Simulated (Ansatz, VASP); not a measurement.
**BeTe: VASP beside Ansatz**

```
CELL_PARAMETERS angstrom
0.00000 2.82847 2.82847
2.82847 0.00000 2.82847
2.82847 2.82847 0.00000
ATOMIC_POSITIONS crystal
Be 0.00000 0.00000 0.00000
Te 0.25000 0.25000 0.25000
```

Alike in both runs: task single point; functional r2SCAN; k mesh 8 × 8 × 8; occupations gaussian, width 0.02 eV; no spin polarisation.

|  | VASP | Ansatz |
| --- | --- | --- |
| version | VASP 6.6.1 | Ansatz 0.2.0 |
| potentials or method | VASP PAW PBE potentials, release 64 (Be, Te) | scalar-relativistic, plane waves, PAW |
| plane-wave cutoff (eV) | 520 | 500 |
| valence electrons in the cell | 8 | 18 |

VASP gave:

- gap on the k mesh at the Fermi level (eV): 2.37
- least direct gap on the mesh (eV): 4.03
- pressure (GPa): 0.2

**Question.** What did Ansatz give for the same quantities?

**Answer.** gap on the k mesh at the Fermi level (eV): 2.37; least direct gap on the mesh (eV): 4.04; pressure (GPa): 0.0.

The two sets of potentials don't hold the same shells in valence.

Caveats: the PAW data sets were made with another functional, which shifts forces and pressure a little (VASP); spin-orbit coupling is left out, which moves the levels of the heavy elements. A k mesh can miss the band edges. r2SCAN opens gaps a little over a GGA but as a rule still falls short of measured ones.
